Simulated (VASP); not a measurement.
# Gd (Im-3m) in VASP: settings compared, part 5 of 10

VASP 6.6.1. Earlier steps stand in the parts before.

## 28. Equation of state, PBE, collinear spin, ferromagnetic start, 32.22 Å³/atom

INCAR

```
SYSTEM = Gd
ADDGRID = .False. ; ALGO = Normal
EDIFF = 1E-6 ; ENCUT = 300
GGA = PE ; ISIF = 2
ISMEAR = 0 ; ISPIN = 2
LASPH = .True. ; LCHARG = .False.
LMAXMIX = 6 ; LORBIT = 11
LREAL = .False. ; LWAVE = .False.
MAGMOM = 7 ; NELM = 100
PREC = Accurate ; SIGMA = 0.2
```

KPOINTS

```
k-points
0
Gamma
  5 5 5
  0 0 0
```

POSCAR

```
Gd
1.0
   -2.0045440560      2.0045440560      2.0045440560
    2.0045440560     -2.0045440560      2.0045440560
    2.0045440560      2.0045440560     -2.0045440560
Gd
1
Direct
    0.0000000000      0.0000000000      0.0000000000
```

Run with:

```console
cat potpaw_PBE.64/Gd/POTCAR > POTCAR
mpirun -np 1 vasp_std > vasp.out
```

It took 15 s on 1 thread of Intel Xeon Platinum 8559C (Emerald Rapids), shared host; peak memory 0.14 GiB.

The run converged, but a check on its numbers failed (symmetry, net force, bounds or a known fault of this set-up), so they aren't taken as properties of the crystal.

Caveat: the k mesh is coarse (spacing up to 0.44 Å⁻¹), so the values aren't converged; the cutoff lies under the usual one of these potentials, so the numbers hold a large basis-set error; spin-orbit coupling is left out, which moves the levels of the heavy elements.

## 29. Equation of state, PBE, collinear spin, ferromagnetic start, 34.21 Å³/atom

INCAR is that of step 28.

KPOINTS is that of step 28.

POSCAR

```
Gd
1.0
   -2.0450508090      2.0450508090      2.0450508090
    2.0450508090     -2.0450508090      2.0450508090
    2.0450508090      2.0450508090     -2.0450508090
Gd
1
Direct
    0.0000000000      0.0000000000      0.0000000000
```

Run with:

```console
cat potpaw_PBE.64/Gd/POTCAR > POTCAR
mpirun -np 1 vasp_std > vasp.out
```

Wall time 14 s (1 thread of Intel Xeon Platinum 8559C (Emerald Rapids), shared host); peak memory 0.13 GiB.

The run converged, but a check on its numbers failed (symmetry, net force, bounds or a known fault of this set-up), so they aren't taken as properties of the crystal.

Caveat: the k mesh is coarse (spacing up to 0.43 Å⁻¹), so the values aren't converged; the cutoff lies under the usual one of these potentials, so the numbers hold a large basis-set error; spin-orbit coupling is left out, which moves the levels of the heavy elements.

## 30. Equation of state, PBE, collinear spin, ferromagnetic start, 32.22 Å³/atom

Edit INCAR of step 29 so:

```diff
@@ -2,3 +2,3 @@
 ADDGRID = .False. ; ALGO = Normal
-EDIFF = 1E-6 ; ENCUT = 300
+EDIFF = 1E-6 ; ENCUT = 550
 GGA = PE ; ISIF = 2
```

KPOINTS

```
k-points
0
Gamma
  4 4 4
  0 0 0
```

POSCAR

```
Gd
1.0
   -2.0045440560      2.0045440560      2.0045440560
    2.0045440560     -2.0045440560      2.0045440560
    2.0045440560      2.0045440560     -2.0045440560
Gd
1
Direct
    0.0000000000      0.0000000000      0.0000000000
```

Potentials or basis: VASP PAW PBE potentials, release 64 (Gd).

Run with:

```console
cat potpaw_PBE.64/Gd/POTCAR > POTCAR
mpirun -np 1 vasp_std > vasp.out
```

It took 24 s on 1 thread of Intel Xeon Platinum 8559C (Emerald Rapids), shared host; peak memory 0.19 GiB.

The run converged, but some of its settings lie outside the range that counts as converged, so its numbers aren't taken as properties of the crystal.

What came out:

```yaml
Free_energy: -11.6301 eV
Pressure: 2.0 GPa
Band_gap_on_the_k_mesh: none (metal or under the smearing width)
Net_moment: 7.64 μB per cell
Site_moments: Gd +7.00 μB
Valence_electrons_inside_the_program's_atomic_spheres: Gd 15.21
```

Caveat: the k mesh is coarse (spacing up to 0.55 Å⁻¹), so the values aren't converged; spin-orbit coupling is left out, which moves the levels of the heavy elements.

## 31. Equation of state, PBE, collinear spin, ferromagnetic start, 34.21 Å³/atom

INCAR is that of step 30.

KPOINTS is that of step 30.

POSCAR

```
Gd
1.0
   -2.0450508090      2.0450508090      2.0450508090
    2.0450508090     -2.0450508090      2.0450508090
    2.0450508090      2.0450508090     -2.0450508090
Gd
1
Direct
    0.0000000000      0.0000000000      0.0000000000
```

Run with:

```console
cat potpaw_PBE.64/Gd/POTCAR > POTCAR
mpirun -np 1 vasp_std > vasp.out
```

Wall time 21 s (1 thread of Intel Xeon Platinum 8559C (Emerald Rapids), shared host); peak memory 0.17 GiB.

The run converged, but some of its settings lie outside the range that counts as converged, so its numbers aren't taken as properties of the crystal.

Results:

```yaml
Free_energy: -11.6418 eV
Pressure: -0.1 GPa
Band_gap_on_the_k_mesh: none (metal or under the smearing width)
Net_moment: 7.67 μB per cell
Site_moments: Gd +7.00 μB
Valence_electrons_inside_the_program's_atomic_spheres: Gd 15.19
```

Caveat: the k mesh is coarse (spacing up to 0.54 Å⁻¹), so the values aren't converged; spin-orbit coupling is left out, which moves the levels of the heavy elements.

## 32. Equation of state, PBE, collinear spin, ferromagnetic start, 32.22 Å³/atom

Edit INCAR of step 31 so:

```diff
@@ -2,3 +2,3 @@
 ADDGRID = .False. ; ALGO = Normal
-EDIFF = 1E-6 ; ENCUT = 550
+EDIFF = 1E-6 ; ENCUT = 250
 GGA = PE ; ISIF = 2
```

KPOINTS

```
k-points
0
Gamma
  6 6 6
  0 0 0
```

POSCAR

```
Gd
1.0
   -2.0045440560      2.0045440560      2.0045440560
    2.0045440560     -2.0045440560      2.0045440560
    2.0045440560      2.0045440560     -2.0045440560
Gd
1
Direct
    0.0000000000      0.0000000000      0.0000000000
```

Run with:

```console
cat potpaw_PBE.64/Gd/POTCAR > POTCAR
mpirun -np 1 vasp_std > vasp.out
```

Wall time 13 s (1 thread of Intel Xeon Platinum 8559C (Emerald Rapids), shared host); peak memory 0.13 GiB.

The run converged, but a check on its numbers failed (symmetry, net force, bounds or a known fault of this set-up), so they aren't taken as properties of the crystal.

Caveat: the k mesh is coarse (spacing up to 0.37 Å⁻¹), so the values aren't converged; the cutoff lies under the usual one of these potentials, so the numbers hold a large basis-set error; spin-orbit coupling is left out, which moves the levels of the heavy elements.

## 33. Equation of state, PBE, collinear spin, ferromagnetic start, 34.21 Å³/atom

INCAR is that of step 32.

KPOINTS is that of step 32.

POSCAR

```
Gd
1.0
   -2.0450508090      2.0450508090      2.0450508090
    2.0450508090     -2.0450508090      2.0450508090
    2.0450508090      2.0450508090     -2.0450508090
Gd
1
Direct
    0.0000000000      0.0000000000      0.0000000000
```

Potentials or basis: VASP PAW PBE potentials, release 64 (Gd).

Run with:

```console
cat potpaw_PBE.64/Gd/POTCAR > POTCAR
mpirun -np 1 vasp_std > vasp.out
```

Wall time 14 s (1 thread of Intel Xeon Platinum 8559C (Emerald Rapids), shared host); peak memory 0.13 GiB.

The run converged, but a check on its numbers failed (symmetry, net force, bounds or a known fault of this set-up), so they aren't taken as properties of the crystal.

Caveat: the k mesh is coarse (spacing up to 0.36 Å⁻¹), so the values aren't converged; the cutoff lies under the usual one of these potentials, so the numbers hold a large basis-set error; spin-orbit coupling is left out, which moves the levels of the heavy elements.

## 34. Equation of state, PBE, collinear spin, ferromagnetic start, 32.22 Å³/atom

Edit INCAR of step 33 so:

```diff
@@ -2,3 +2,3 @@
 ADDGRID = .False. ; ALGO = Normal
-EDIFF = 1E-6 ; ENCUT = 250
+EDIFF = 1E-6 ; ENCUT = 400
 GGA = PE ; ISIF = 2
```

KPOINTS

```
k-points
0
Gamma
  5 5 5
  0 0 0
```

POSCAR

```
Gd
1.0
   -2.0045440560      2.0045440560      2.0045440560
    2.0045440560     -2.0045440560      2.0045440560
    2.0045440560      2.0045440560     -2.0045440560
Gd
1
Direct
    0.0000000000      0.0000000000      0.0000000000
```

Run with:

```console
cat potpaw_PBE.64/Gd/POTCAR > POTCAR
mpirun -np 1 vasp_std > vasp.out
```

It took 26 s on 1 thread of Intel Xeon Platinum 8559C (Emerald Rapids), shared host; peak memory 0.15 GiB.

The run converged, but some of its settings lie outside the range that counts as converged, so its numbers aren't taken as properties of the crystal.

Results:

| Property | Result |
| --- | --- |
| Free energy | -11.6197 eV |
| Pressure | 0.4 GPa |
| Band gap on the k mesh | none (metal or under the smearing width) |
| Net moment | 7.77 μB per cell |
| Site moments | Gd +7.06 μB |
| Valence electrons inside the program's atomic spheres | Gd 15.21 |

Caveat: the k mesh is coarse (spacing up to 0.44 Å⁻¹), so the values aren't converged; the cutoff is under 1.25 times the usual one of these potentials, so pressure, stress and relaxed cells hold a basis-set (Pulay) error; spin-orbit coupling is left out, which moves the levels of the heavy elements.

## 35. Equation of state, PBE, collinear spin, ferromagnetic start, 34.21 Å³/atom

INCAR is that of step 34.

KPOINTS is that of step 34.

POSCAR

```
Gd
1.0
   -2.0450508090      2.0450508090      2.0450508090
    2.0450508090     -2.0450508090      2.0450508090
    2.0450508090      2.0450508090     -2.0450508090
Gd
1
Direct
    0.0000000000      0.0000000000      0.0000000000
```

Run with:

```console
cat potpaw_PBE.64/Gd/POTCAR > POTCAR
mpirun -np 1 vasp_std > vasp.out
```

It took 22 s on 1 thread of Intel Xeon Platinum 8559C (Emerald Rapids), shared host; peak memory 0.15 GiB.

The run converged, but some of its settings lie outside the range that counts as converged, so its numbers aren't taken as properties of the crystal.

What came out:

```
Free energy                                           : -11.6171 eV
Pressure                                              : -1.3 GPa
Band gap on the k mesh                                : none (metal or under the smearing width)
Net moment                                            : 7.75 μB per cell
Site moments                                          : Gd +7.04 μB
Valence electrons inside the program's atomic spheres : Gd 15.19
```

Caveat: the k mesh is coarse (spacing up to 0.43 Å⁻¹), so the values aren't converged; the cutoff is under 1.25 times the usual one of these potentials, so pressure, stress and relaxed cells hold a basis-set (Pulay) error; spin-orbit coupling is left out, which moves the levels of the heavy elements.

## 36. Equation of state, PBE, collinear spin, ferromagnetic start, 32.22 Å³/atom

Edit INCAR of step 35 so:

```diff
@@ -2,3 +2,3 @@
 ADDGRID = .False. ; ALGO = Normal
-EDIFF = 1E-6 ; ENCUT = 400
+EDIFF = 1E-6 ; ENCUT = 300
 GGA = PE ; ISIF = 2
```

KPOINTS

```
k-points
0
Gamma
  6 6 6
  0 0 0
```

POSCAR

```
Gd
1.0
   -2.0045440560      2.0045440560      2.0045440560
    2.0045440560     -2.0045440560      2.0045440560
    2.0045440560      2.0045440560     -2.0045440560
Gd
1
Direct
    0.0000000000      0.0000000000      0.0000000000
```

Potentials or basis: VASP PAW PBE potentials, release 64 (Gd).

Run with:

```console
cat potpaw_PBE.64/Gd/POTCAR > POTCAR
mpirun -np 1 vasp_std > vasp.out
```

Wall time 18 s (1 thread of Intel Xeon Platinum 8559C (Emerald Rapids), shared host); peak memory 0.13 GiB.

The run converged, but a check on its numbers failed (symmetry, net force, bounds or a known fault of this set-up), so they aren't taken as properties of the crystal.

Caveat: the k mesh is coarse (spacing up to 0.37 Å⁻¹), so the values aren't converged; the cutoff lies under the usual one of these potentials, so the numbers hold a large basis-set error; spin-orbit coupling is left out, which moves the levels of the heavy elements.

## 37. Equation of state, PBE, collinear spin, ferromagnetic start, 34.21 Å³/atom

INCAR is that of step 36.

KPOINTS is that of step 36.

POSCAR

```
Gd
1.0
   -2.0450508090      2.0450508090      2.0450508090
    2.0450508090     -2.0450508090      2.0450508090
    2.0450508090      2.0450508090     -2.0450508090
Gd
1
Direct
    0.0000000000      0.0000000000      0.0000000000
```

Run with:

```console
cat potpaw_PBE.64/Gd/POTCAR > POTCAR
mpirun -np 1 vasp_std > vasp.out
```

Run time: 19 s. Hardware: 1 thread of Intel Xeon Platinum 8559C (Emerald Rapids), shared host; peak memory 0.13 GiB.

The run converged, but a check on its numbers failed (symmetry, net force, bounds or a known fault of this set-up), so they aren't taken as properties of the crystal.

Caveat: the k mesh is coarse (spacing up to 0.36 Å⁻¹), so the values aren't converged; the cutoff lies under the usual one of these potentials, so the numbers hold a large basis-set error; spin-orbit coupling is left out, which moves the levels of the heavy elements.

## 38. Equation of state, PBE, collinear spin, ferromagnetic start, 32.22 Å³/atom

Edit INCAR of step 37 so:

```diff
@@ -2,3 +2,3 @@
 ADDGRID = .False. ; ALGO = Normal
-EDIFF = 1E-6 ; ENCUT = 300
+EDIFF = 1E-6 ; ENCUT = 700
 GGA = PE ; ISIF = 2
```

KPOINTS

```
k-points
0
Gamma
  4 4 4
  0 0 0
```

POSCAR

```
Gd
1.0
   -2.0045440560      2.0045440560      2.0045440560
    2.0045440560     -2.0045440560      2.0045440560
    2.0045440560      2.0045440560     -2.0045440560
Gd
1
Direct
    0.0000000000      0.0000000000      0.0000000000
```

Run with:

```console
cat potpaw_PBE.64/Gd/POTCAR > POTCAR
mpirun -np 1 vasp_std > vasp.out
```

It took 25 s on 1 thread of Intel Xeon Platinum 8559C (Emerald Rapids), shared host; peak memory 0.19 GiB.

These settings aren't checked as converged: the numbers below hold their error.

Results:

| Quantity | Value |
| --- | --- |
| Free energy | -11.6339 eV |
| Pressure | 2.3 GPa |
| Band gap on the k mesh | none (metal or under the smearing width) |
| Net moment | 7.64 μB per cell |
| Site moments | Gd +7.00 μB |
| Valence electrons inside the program's atomic spheres | Gd 15.21 |

Caveat: the k mesh is coarse (spacing up to 0.55 Å⁻¹), so the values aren't converged; spin-orbit coupling is left out, which moves the levels of the heavy elements.

## 39. Equation of state, PBE, collinear spin, ferromagnetic start, 34.21 Å³/atom

INCAR is that of step 38.

KPOINTS is that of step 38.

POSCAR

```
Gd
1.0
   -2.0450508090      2.0450508090      2.0450508090
    2.0450508090     -2.0450508090      2.0450508090
    2.0450508090      2.0450508090     -2.0450508090
Gd
1
Direct
    0.0000000000      0.0000000000      0.0000000000
```

Potentials or basis: VASP PAW PBE potentials, release 64 (Gd).

Run with:

```console
cat potpaw_PBE.64/Gd/POTCAR > POTCAR
mpirun -np 1 vasp_std > vasp.out
```

Wall time 25 s (1 thread of Intel Xeon Platinum 8559C (Emerald Rapids), shared host); peak memory 0.2 GiB.

These settings aren't checked as converged: the numbers below hold their error.

Results:

```yaml
Free_energy: -11.6455 eV
Pressure: -0.2 GPa
Band_gap_on_the_k_mesh: none (metal or under the smearing width)
Net_moment: 7.68 μB per cell
Site_moments: Gd +7.00 μB
Valence_electrons_inside_the_program's_atomic_spheres: Gd 15.19
```

Caveat: the k mesh is coarse (spacing up to 0.54 Å⁻¹), so the values aren't converged; spin-orbit coupling is left out, which moves the levels of the heavy elements.

## 40. Equation of state, PBE, collinear spin, ferromagnetic start, 32.22 Å³/atom

Edit INCAR of step 39 so:

```diff
@@ -2,3 +2,3 @@
 ADDGRID = .False. ; ALGO = Normal
-EDIFF = 1E-6 ; ENCUT = 700
+EDIFF = 1E-6 ; ENCUT = 450
 GGA = PE ; ISIF = 2
```

KPOINTS

```
k-points
0
Gamma
  5 5 5
  0 0 0
```

POSCAR

```
Gd
1.0
   -2.0045440560      2.0045440560      2.0045440560
    2.0045440560     -2.0045440560      2.0045440560
    2.0045440560      2.0045440560     -2.0045440560
Gd
1
Direct
    0.0000000000      0.0000000000      0.0000000000
```

Run with:

```console
cat potpaw_PBE.64/Gd/POTCAR > POTCAR
mpirun -np 1 vasp_std > vasp.out
```

Run time: 20 s. Hardware: 1 thread of Intel Xeon Platinum 8559C (Emerald Rapids), shared host; peak memory 0.15 GiB.

The run converged, but some of its settings lie outside the range that counts as converged, so its numbers aren't taken as properties of the crystal.

Results:

```yaml
Free_energy: -11.6341 eV
Pressure: 0.1 GPa
Band_gap_on_the_k_mesh: none (metal or under the smearing width)
Net_moment: 7.77 μB per cell
Site_moments: Gd +7.06 μB
Valence_electrons_inside_the_program's_atomic_spheres: Gd 15.21
```

Caveat: the k mesh is coarse (spacing up to 0.44 Å⁻¹), so the values aren't converged; spin-orbit coupling is left out, which moves the levels of the heavy elements.

## 41. Equation of state, PBE, collinear spin, ferromagnetic start, 34.21 Å³/atom

INCAR is that of step 40.

KPOINTS is that of step 40.

POSCAR

```
Gd
1.0
   -2.0450508090      2.0450508090      2.0450508090
    2.0450508090     -2.0450508090      2.0450508090
    2.0450508090      2.0450508090     -2.0450508090
Gd
1
Direct
    0.0000000000      0.0000000000      0.0000000000
```

Run with:

```console
cat potpaw_PBE.64/Gd/POTCAR > POTCAR
mpirun -np 1 vasp_std > vasp.out
```

Run time: 20 s. Hardware: 1 thread of Intel Xeon Platinum 8559C (Emerald Rapids), shared host; peak memory 0.17 GiB.

The run converged, but some of its settings lie outside the range that counts as converged, so its numbers aren't taken as properties of the crystal.

What came out:

* Free energy: -11.6312 eV
* Pressure: -1.8 GPa
* Band gap on the k mesh: none (metal or under the smearing width)
* Net moment: 7.75 μB per cell
* Site moments: Gd +7.04 μB
* Valence electrons inside the program's atomic spheres: Gd 15.19

Caveat: the k mesh is coarse (spacing up to 0.43 Å⁻¹), so the values aren't converged; spin-orbit coupling is left out, which moves the levels of the heavy elements.

## 42. Equation of state, PBE, collinear spin, ferromagnetic start, 32.22 Å³/atom

Edit INCAR of step 41 so:

```diff
@@ -9,2 +9,2 @@
 MAGMOM = 7 ; NELM = 100
-PREC = Accurate ; SIGMA = 0.2
+PREC = Accurate ; SIGMA = 0.4
```

KPOINTS is that of step 41.

POSCAR

```
Gd
1.0
   -2.0045440560      2.0045440560      2.0045440560
    2.0045440560     -2.0045440560      2.0045440560
    2.0045440560      2.0045440560     -2.0045440560
Gd
1
Direct
    0.0000000000      0.0000000000      0.0000000000
```

Potentials or basis: VASP PAW PBE potentials, release 64 (Gd).

Run with:

```console
cat potpaw_PBE.64/Gd/POTCAR > POTCAR
mpirun -np 1 vasp_std > vasp.out
```

It took 18 s on 1 thread of Intel Xeon Platinum 8559C (Emerald Rapids), shared host; peak memory 0.15 GiB.

These settings aren't checked as converged: the numbers below hold their error.

Results:

| Property | Result |
| --- | --- |
| Free energy | -11.6930 eV |
| Pressure | 1.2 GPa |
| Band gap on the k mesh | none (metal or under the smearing width) |
| Net moment | 7.63 μB per cell |
| Site moments | Gd +6.98 μB |
| Valence electrons inside the program's atomic spheres | Gd 15.23 |

Caveat: the k mesh is coarse (spacing up to 0.44 Å⁻¹), so the values aren't converged; spin-orbit coupling is left out, which moves the levels of the heavy elements.

## 43. Equation of state, PBE, collinear spin, ferromagnetic start, 34.21 Å³/atom

INCAR is that of step 42.

KPOINTS is that of step 42.

POSCAR

```
Gd
1.0
   -2.0450508090      2.0450508090      2.0450508090
    2.0450508090     -2.0450508090      2.0450508090
    2.0450508090      2.0450508090     -2.0450508090
Gd
1
Direct
    0.0000000000      0.0000000000      0.0000000000
```

Run with:

```console
cat potpaw_PBE.64/Gd/POTCAR > POTCAR
mpirun -np 1 vasp_std > vasp.out
```

Wall time 24 s (1 thread of Intel Xeon Platinum 8559C (Emerald Rapids), shared host); peak memory 0.17 GiB.

The run converged, but some of its settings lie outside the range that counts as converged, so its numbers aren't taken as properties of the crystal.

Results:

* Free energy: -11.7019 eV
* Pressure: -0.6 GPa
* Band gap on the k mesh: none (metal or under the smearing width)
* Net moment: 7.62 μB per cell
* Site moments: Gd +6.96 μB
* Valence electrons inside the program's atomic spheres: Gd 15.21

Caveat: the k mesh is coarse (spacing up to 0.43 Å⁻¹), so the values aren't converged; spin-orbit coupling is left out, which moves the levels of the heavy elements.

(Continued in part 6 of 10.)
